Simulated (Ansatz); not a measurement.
## ZnS under changes of volume

One of the cells (19.727 Å³/atom); the others are scaled copies at fixed shape and fractional positions:

```
Zn S
1.0
     0.00000    2.70200    2.70200
     2.70200    0.00000    2.70200
     2.70200    2.70200    0.00000
Zn S
1 1
Direct
  0.75000 0.75000 0.75000
  0.00000 0.00000 0.00000
```

| Property | Result |
| --- | --- |
| Program | Ansatz 0.2.0 |
| Functional | PBEsol0 |
| Potentials or basis | Ansatz PAW |
| Cutoff | 420 eV (not typed: the program's choice for these potentials) |
| k mesh | 5 × 5 × 5 |
| Occupations | fermi-dirac, width 0.05 eV |
| Spin | no spin polarisation |

```csv
volume (Å³/atom),energy over the lowest point (meV/atom),pressure (GPa),gap on the mesh (eV)
18.543,?,?,?
18.938,1.58,1.5,4.08
19.332,0.00,-0.2,3.98
19.727,2.50,-1.8,3.88
20.121,8.70,-3.2,3.78
20.516,18.14,-4.5,3.69
20.910,30.63,-5.6,3.60
```

Question: What does the run at 18.543 Å³/atom give?

Answer: Energy over the lowest point 7.77 meV/atom; pressure 3.5 GPa; gap on the mesh 4.18 eV.

Worked out: A Birch-Murnaghan fit of order 3 (a polynomial in V^(-2/3)) to the other rows has its minimum at 19.28 Å³/atom with B0 = V·E''(V) = 82 GPa and B' = 4.1. It gives 7.68 meV/atom at 18.543 Å³/atom, against the run's 7.77, and -dE/dV = 3.5 GPa, against 3.5. A straight line through the other rows of the gap, of slope -4.86 eV per unit of ln V (its deformation potential), extrapolates to 4.18 eV, against the run's 4.18.

Energies are extrapolated to zero smearing.

Caveats: odd divisions of the mesh miss points on the zone boundary, where band edges often lie, so the gap on the mesh can be too wide; the PAW data sets come from PBE, with cores solved anew for the run's functional, which leaves a small shift of forces and pressure; the thresholds are loose for stress.
